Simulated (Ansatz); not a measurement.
# ZrN (Fm-3m) in Ansatz: convergence with wavefunction cutoff

Aim: find how far wavefunction cutoff must go before the results for ZrN settle, at PBE0. This setting moves, with any that are tied to it; all else stays.

All numbers are computed with Ansatz 0.2.0; they aren't measurements. Logs are shortened: lines on timing, memory, paths and dates and some standing lists are left out, and cuts for length are marked.

### Step 1. The structure

Symmetry: Fm-3m, No. 225, cubic system. The conventional cell has a = 4.600 Å, b = 4.600 Å, c = 4.600 Å, α = 90.00°, β = 90.00°, γ = 90.00°. Around Zr (site symmetry m-3m) lie 6 N at 2.30 Å. Around N (site symmetry m-3m) lie 6 Zr at 2.30 Å.

### Step 2. With wavefunction cutoff 200 eV

The input, input.yaml:

```yaml
crystal:
  lattice:
    - [0.0, 2.3, 2.3]
    - [2.3, 0.0, 2.3]
    - [2.3, 2.3, 0.0]
  atoms:
    - { symbol: Zr, position: [0.5, 0.5, 0.5] }
    - { symbol: "N", position: [0.0, 0.0, 0.0] }
hamiltonian:
  xc: pbe0
  pseudopotentials: { kind: paw }
kpoints:
  mp_grid: { grid: [5, 5, 5] }
scf:
  occupations: { method: methfessel_paxton, width: 0.1 }
output:
  forces: true
  stress: true
  eigenvalues: true
basis:
  ecutwfc: "200 eV"
```

Potentials or basis: Ansatz PAW.

On the command line:

```console
$ ansatz run input.yaml --threads 2 --pin off --max-ram 5632MiB --backend cpu --events-out ev --progress --plain --runs-dir out
```

Run time: 7.8 s. Hardware: 2 threads of Intel Xeon Platinum 8375C at 2.90GHz (Ice Lake), shared host; peak memory 0.43 GiB.

Results:

```yaml
Free_energy: -4569.0980 eV
Pressure: -19.1 GPa
Band_gap_on_the_k_mesh: none (metal or under the smearing width)
```

### Step 3. With wavefunction cutoff 250 eV

input.yaml: that of step 2 with these lines changed.

```diff
@@ -20,2 +20,2 @@
 basis:
-  ecutwfc: "200 eV"
+  ecutwfc: "250 eV"
```

Potentials or basis: Ansatz PAW.

On the command line:

```console
$ ansatz run input.yaml --threads 2 --pin off --max-ram 5632MiB --backend cpu --events-out ev --progress --plain --runs-dir out
```

It took 9.1 s on 2 threads of Intel Xeon Platinum 8375C at 2.90GHz (Ice Lake), shared host; peak memory 0.51 GiB.

Results:

* Free energy: -4572.0511 eV
* Pressure: -4.6 GPa
* Band gap on the k mesh: none (metal or under the smearing width)

### Step 4. With wavefunction cutoff 300 eV

input.yaml: that of step 3 with these lines changed.

```diff
@@ -20,2 +20,2 @@
 basis:
-  ecutwfc: "250 eV"
+  ecutwfc: "300 eV"
```

On the command line:

```console
$ ansatz run input.yaml --threads 2 --pin off --max-ram 5632MiB --backend cpu --events-out ev --progress --plain --runs-dir out
```

It took 12 s on 2 threads of Intel Xeon Platinum 8375C at 2.90GHz (Ice Lake), shared host; peak memory 0.52 GiB.

What came out:

```
Free energy            : -4573.0081 eV
Pressure               : -4.8 GPa
Band gap on the k mesh : none (metal or under the smearing width)
```

### Step 5. With wavefunction cutoff 350 eV

input.yaml: that of step 4 with these lines changed.

```diff
@@ -20,2 +20,2 @@
 basis:
-  ecutwfc: "300 eV"
+  ecutwfc: "350 eV"
```

On the command line:

```console
$ ansatz run input.yaml --threads 2 --pin off --max-ram 5632MiB --backend cpu --events-out ev --progress --plain --runs-dir out
```

Run time: 14 s. Hardware: 2 threads of Intel Xeon Platinum 8375C at 2.90GHz (Ice Lake), shared host; peak memory 0.58 GiB.

Results:

```
Free energy            : -4573.2374 eV
Pressure               : -6.4 GPa
Band gap on the k mesh : none (metal or under the smearing width)
```

### Step 6. With wavefunction cutoff 400 eV

input.yaml: that of step 5 with these lines changed.

```diff
@@ -20,2 +20,2 @@
 basis:
-  ecutwfc: "350 eV"
+  ecutwfc: "400 eV"
```

Potentials or basis: Ansatz PAW.

On the command line:

```console
$ ansatz run input.yaml --threads 2 --pin off --max-ram 5632MiB --backend cpu --events-out ev --progress --plain --runs-dir out
```

It took 16 s on 2 threads of Intel Xeon Platinum 8375C at 2.90GHz (Ice Lake), shared host; peak memory 0.67 GiB.

The run converged. Its results:

| Property | Result |
| --- | --- |
| Free energy | -4573.2844 eV |
| Pressure | -6.5 GPa |
| Band gap on the k mesh | none (metal or under the smearing width) |

### Step 7. With wavefunction cutoff 450 eV

input.yaml: that of step 6 with these lines changed.

```diff
@@ -20,2 +20,2 @@
 basis:
-  ecutwfc: "400 eV"
+  ecutwfc: "450 eV"
```

On the command line:

```console
$ ansatz run input.yaml --threads 2 --pin off --max-ram 5632MiB --backend cpu --events-out ev --progress --plain --runs-dir out
```

Run time: 18 s. Hardware: 2 threads of Intel Xeon Platinum 8375C at 2.90GHz (Ice Lake), shared host; peak memory 0.69 GiB.

The run converged. Its results:

```yaml
Free_energy: -4573.2919 eV
Pressure: -6.5 GPa
Band_gap_on_the_k_mesh: none (metal or under the smearing width)
```

### Step 8. With wavefunction cutoff 500 eV

input.yaml: that of step 7 with these lines changed.

```diff
@@ -20,2 +20,2 @@
 basis:
-  ecutwfc: "450 eV"
+  ecutwfc: "500 eV"
```

On the command line:

```console
$ ansatz run input.yaml --threads 2 --pin off --max-ram 5632MiB --backend cpu --events-out ev --progress --plain --runs-dir out
```

Wall time 15 s (2 threads of Intel Xeon Platinum 8375C at 2.90GHz (Ice Lake), shared host); peak memory 0.77 GiB.

The run converged. Its results:

- Free energy: -4573.2927 eV
- Pressure: -6.5 GPa
- Band gap on the k mesh: none (metal or under the smearing width)

### Step 9. With wavefunction cutoff 600 eV

input.yaml: that of step 8 with these lines changed.

```diff
@@ -20,2 +20,2 @@
 basis:
-  ecutwfc: "500 eV"
+  ecutwfc: "600 eV"
```

Potentials or basis: Ansatz PAW.

On the command line:

```console
$ ansatz run input.yaml --threads 2 --pin off --max-ram 5632MiB --backend cpu --events-out ev --progress --plain --runs-dir out
```

It took 22 s on 2 threads of Intel Xeon Platinum 8375C at 2.90GHz (Ice Lake), shared host; peak memory 0.9 GiB.

It converged, with:

```
Free energy            : -4573.2933 eV
Pressure               : -6.5 GPa
Band gap on the k mesh : none (metal or under the smearing width)
```

### Step 10. With wavefunction cutoff 800 eV

input.yaml: that of step 9 with these lines changed.

```diff
@@ -20,2 +20,2 @@
 basis:
-  ecutwfc: "600 eV"
+  ecutwfc: "800 eV"
```

Potentials or basis: Ansatz PAW.

On the command line:

```console
$ ansatz run input.yaml --threads 2 --pin off --max-ram 5632MiB --backend cpu --events-out ev --progress --plain --runs-dir out
```

The log of the run:

```text
Warning: output.stress: scf.convergence.dr2_threshold = 1e-7 eV (the SCF's general default) is looser than the 2e-10 eV advised for a printed stress (1e-10 eV for each atom of the cell: 2). What an SCF threshold leaves in a stress goes as its square root, and in the free energy as the threshold itself, and one threshold admits the most on a small cell: of the crystals measured, under no hybrid functional and no lock of the moments, on runs that ended without the residual-converged pass, on stresses that held no estimate of that error, the worst erred by over 100 MPa in a component at 1e-7 eV an atom and by under 5 at 1e-10. Set scf.convergence.dr2_threshold to 2e-10 eV or tighter. The threshold is an SCF's pass mark: one that does not reach it within its budget of iterations ends unconverged, or closes short of it on a stop that the run arms, and scf.convergence.dr2_threshold's page says what that costs each kind of run
Warning: output.stress: scf.exx.energy_threshold = 1e-6 eV is looser than the 2e-8 eV advised for a stress under a hybrid functional (1e-8 eV for each atom of the cell: 2). Every SCF of the exchange loop can meet its threshold on dr2 while the loop round them stops early: no threshold on dr2 bounds what that leaves in the stress. Set scf.exx.energy_threshold to 2e-8 eV or tighter. The threshold is the loop's pass mark: a loop that does not reach it within its budget of cycles ends unconverged, and scf.exx.energy_threshold's page has the law
Warning: RAYON_NUM_THREADS=2 ignored (pool sized by the plan → 2); use --threads N
Engine: ansatz 0.2.0, x86_64-unknown-linux-gnu
Pseudopotentials: kind: paw
Pseudopotential: Zr, paw, valence charge 12, recommended cutoff 420 eV (normal), Zr.paw.azcp
Pseudopotential: N, paw, valence charge 5, recommended cutoff 420 eV (normal), N.paw.azcp
Functional definition: PBE0
  parameter a = 0.25
  parameter kappa = 0.804
  parameter beta = 0.06672455060314922
  exchange = (1 - a)*pbe_x(kappa = kappa, mu = beta*pi^2/3) + a*exact_x
  correlation = pbe_c(beta = beta)
Crystal: 2 atoms, lattice volume = 24.334 Å³
Basis set: ecut = 800 eV, 1243 PW (Γ), exchange–correlation on 64×64×64 points (8 copies of the dense FFT grid, shifted against one another)
Bands: 13, of which v1, the nominal top of the filled ones, is band 9 counted from 1 (8 counted from 0)
Symmetry: 48 space group operations
Space group: Fm-3m (ITA 225), of the structure as read, at distance tolerance 2.9e-5 Å
k-points: 10 of 125
Non-local potential: Zr, projectors of the file, l = 0: 3, l = 1: 2, l = 2: 2, l = 3: 2
Non-local potential: N, projectors of the file, l = 0: 2, l = 1: 2, l = 2: 1
PAW form: soft (Blöchl's): semilocal exchange-correlation on the pseudo side does not see the compensation charge
[... 52 lines left out ...]
hybrid outer 3: dexx = +3.854e-7 eV, tail = 2.66e-8 eV, Δε = 3.63e-3 eV (about 2.40e-4 eV left of the loop's levels)
hybrid SCF converged: 3 outer / 17 inner (+7 warm-up), last move |dexx| = 3.85e-7 eV, tail = 2.66e-8 eV
Stability not checked: this state was not tested for a lower state beside it, because the functional holds exact exchange (a hybrid, or Hartree-Fock), whose exchange loop this test does not read (fock_operator; see scf.lower_state_search)
Free energy (F): -4573.293708 eV
Frozen-core exchange: fock
Harris-Foulkes:  -4573.293708 eV  (|F-HF|=0.00e0)
Internal energy: -4573.288302 eV  (E = F + TS)
E sigma→0 (E₀):  -4573.292356 eV
Entropy (-TS):   -0.005406 eV (-2.703 meV/atom)
Fermi energy:    17.749952 eV
--- Per-component energies (eV) ---
  E_band       = -66.831967
  E_kinetic    = 466.137345
  E_local      = -623.573917  (includes V_loc(G=0)·N_el)
  E_nonlocal   = 120.874321
  E_hartree    = 186.860340
  E_xc         = -173.201847
  E_vxc        = -208.921236  (∫ρ·V_xc dr)
  E_exx        = -52.000049  (= α·E_x^exact, valence–valence)
  E_paw        = -3080.540034  (= ΣΔE_a)
  E_vpaw       = -91.069087  (= ΣTr[D̂ρ^β])
  E_aug_tail   = 0.000001  (compensation charges beyond the density's cutoff)
  E_ewald      = -1417.441055
  E_core_change = -0.403407  (= ΣΔE_core)
  E_smearing   = -0.005406  (= −TS)
  E_closure    = 0.000000  (closes the sum)
  Σ components = -4573.293708   (vs F -4573.293708, Δ=0.00e0)
--- Forces (eV/Å), atoms counted from 1 ---
  atom   1  Zr     0.00000000    -0.00000000    -0.00000000
  atom   2  N     -0.00000000     0.00000000    -0.00000000
  max |Σ_I F_I| component: 2.85e-29 eV/Å
--- Stress (GPa, compression-positive) ---
       -6.475207       0.000000      -0.000000
        0.000000      -6.475207       0.000000
        0.000000      -0.000000      -6.475207
  P = ⅓ Tr σ = -6.4752 GPa (-64.752 kbar)
--- Band table (eV; the first three rows and the last of 10) ---
  k-point 0: bands = ["-36.2437", "-12.4375", "-12.4375", "-12.4375", "-1.3572", "13.8572", "13.8572", "13.8572", "17.1976", "17.1976", "17.1976", "19.9592", "19.9592"]
  k-point 1: bands = ["-36.1935", "-12.9211", "-12.4735", "-12.4735", "-0.5628", "11.3649", "12.2507", "12.2507", "18.3979", "18.8013", "18.8013", "22.3713", "22.3713"]
  k-point 2: bands = ["-36.1082", "-13.6109", "-12.5268", "-12.5268", "0.7923", "8.6802", "10.7172", "10.7172", "20.4526", "21.1036", "21.1036", "23.9207", "25.9030"]
  k-point 9: bands = ["-36.0564", "-13.3189", "-13.0083", "-12.7655", "0.0088", "10.3345", "11.3165", "11.5558", "17.7524", "20.6581", "22.8043", "23.1201", "25.1576"]
```

Wall time 37 s (2 threads of Intel Xeon Platinum 8375C at 2.90GHz (Ice Lake), shared host); peak memory 1.2 GiB.

What came out:

```yaml
Free_energy: -4573.2937 eV
Pressure: -6.5 GPa
Band_gap_on_the_k_mesh: none (metal or under the smearing width)
```

### Step 11. The series at a glance

```
wavefunction cutoff  energy less the tightest run, at zero smearing (meV/atom)  pressure (GPa)  SCF cycles  CPU time (s)  peak memory (GiB)
             200 eV                                                    2097.86          -19.14          24            12               0.43
             250 eV                                                     621.28           -4.65          23            14               0.51
             300 eV                                                     142.79           -4.81          23            20               0.52
             350 eV                                                      28.14           -6.35          22            22               0.58
             400 eV                                                       4.64           -6.47          23            27               0.67
             450 eV                                                       0.89           -6.46          20            31               0.69
             500 eV                                                       0.52           -6.46          21            25               0.77
             600 eV                                                       0.20           -6.47          21            39                0.9
             800 eV                                                       0.00           -6.48          24            68                1.2
```

Against the tightest run, the energy stays within 1 meV/atom from 450 eV on; the pressure stays within 0.1 GPa from 400 eV on. The tightest run that finished is the yardstick and may itself not be fully converged.

Caveats: all runs use coarse meshes; the PAW data sets come from PBE, with cores solved anew for the run's functional, which leaves a small shift of forces and pressure; the thresholds are loose for stress.
